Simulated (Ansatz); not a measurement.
# HgTe: how the settings move a single-point run

Question: which choices in the input matter for HgTe? The cell is built on a prototype (CsCl type) and needn't be the phase found in nature.

Computed with Ansatz 0.2.0 (reference: DFT, r2SCAN, plane waves, PAW, unless a step's input says otherwise).

5 further runs of the same task are left out: 5 that didn't finish.

## 1. The system as given

Symmetry: Pm-3m, No. 221, cubic system. Conventional cell: a = 3.790 Å, b = 3.790 Å, c = 3.790 Å, α = 90.00°, β = 90.00°, γ = 90.00°. Hg (site symmetry m-3m) has 8 Te at 3.28 Å as nearest neighbours. Te (site symmetry m-3m) is surrounded by 8 Hg at 3.28 Å.

As a file:

```
CELL_PARAMETERS angstrom
3.79034 0.00000 0.00000
0.00000 3.79034 0.00000
0.00000 0.00000 3.79034
ATOMIC_POSITIONS crystal
Hg 0.00000 0.00000 0.00000
Te 0.50000 0.50000 0.50000
```

## 2. The reference run

input.yaml reads:

```yaml
crystal:
  lattice:
    - [3.7903382949, 0.0, 0.0]
    - [0.0, 3.7903382949, 0.0]
    - [0.0, 0.0, 3.7903382949]
  atoms:
    - { symbol: Hg, position: [0.0, 0.0, 0.0] }
    - { symbol: Te, position: [0.5, 0.5, 0.5] }
kpoints:
  mp_grid: { grid: [4, 4, 4] }
hamiltonian:
  xc: r2scan
scf:
  occupations: { method: fermi_dirac, width: 0.02 }
  n_extra_bands: 4
output:
  forces: true
  stress: true
  eigenvalues: true
```

Launch:

```bash
ansatz run input.yaml --threads 4 --pin off --max-ram 3686MiB --backend cpu --events-out ev --progress --plain --runs-dir out
```

## 3. Changed: exchange pbe, correlation pbe, coeff 0.15, omega 0.1

input.yaml, as its differences from that of step 2:

```diff
@@ -11,3 +11,3 @@
 hamiltonian:
-  xc: r2scan
+  xc: { exchange: pbe, correlation: pbe, exx: { coeff: 0.15, omega: 0.1 } }
 scf:
```

## 4. Variant: xc lc_wpbe

input.yaml, as its differences from that of step 2:

```diff
@@ -11,3 +11,3 @@
 hamiltonian:
-  xc: r2scan
+  xc: lc_wpbe
 scf:
```

What does the calculation give? Wanted: for each run, ending; energy change; pressure; gap; force.

The runs gave:

```csv
run,ending,energy change,pressure (GPa),gap (eV),force (eV/Å),cycles,time
reference,converged,-,0.1,0.00,0.00,7,2.1 s
"1: exchange pbe, correlation pbe, coeff 0.15, omega 0.1",converged,not comparable,-0.6,0.00,0.00,15,20 s
2: xc lc_wpbe,converged,not comparable,-5.0,0.00,0.00,30,31 s
```

Residual by cycle in the longest SCF loop of each run; runs are numbered as in the table. The quantity is the density residual dr2, in eV.

```csv
cycle,reference,run 1,run 2
1,0.0452,0.0112,3.7e-5
2,0.00756,8.1e-4,2.5e-5
3,4.1e-4,2.1e-4,2.5e-5
4,2.9e-5,1.3e-5,1.6e-6
5,1.2e-6,3.8e-7,1.2e-6
6,1.0e-7,1.3e-8,1.2e-6
7,6.3e-9,4.0e-10,2.1e-7
8,-,-,1.3e-7
9,-,-,1.3e-7
10,-,-,3.0e-8
11,-,-,2.5e-9
```

What this shows: Semilocal functionals close small gaps, so the missing gap need not be the real solid's.
